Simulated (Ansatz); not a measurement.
CaSe (started from an entry of an open crystallographic database) (r2SCAN geometry), in Ansatz:

```xyz
2
Lattice="0.0000 2.9675 2.9675 2.9675 0.0000 2.9675 2.9675 2.9675 0.0000" Properties=species:S:1:pos:R:3 pbc="T T T"
Ca    0.0000    0.0000    0.0000
Se    2.9675    2.9675    2.9675
```

G0W0@PBE with 196 empty bands, a screening cutoff of 140 eV and a 4×4×4 mesh (PAW, contour deformation) gives 3.686 eV over the mesh points, from a PBE gap of 2.048 eV; it sums over 209 bands with 181 plane waves in the screening and a wave cutoff of 420 eV. No extrapolation in bands, cutoff or mesh was made for G0W0. Calculated for a static, non-magnetic cell.

Problem. Estimate the gap with empty bands 361, screening cutoff 210 eV.

Solution. 3.758 eV (+0.072 eV), from a Kohn-Sham gap of 2.048 eV.

Problem. Estimate the gap with frequency model Godby-Needs pole.

Solution. 3.662 eV (-0.024 eV), from a Kohn-Sham gap of 2.048 eV.

Problem. Estimate the gap with starting point HSE06.

Solution. 4.039 eV (+0.353 eV), from a Kohn-Sham gap of 3.000 eV.

The runs are scalar-relativistic, without spin-orbit coupling.
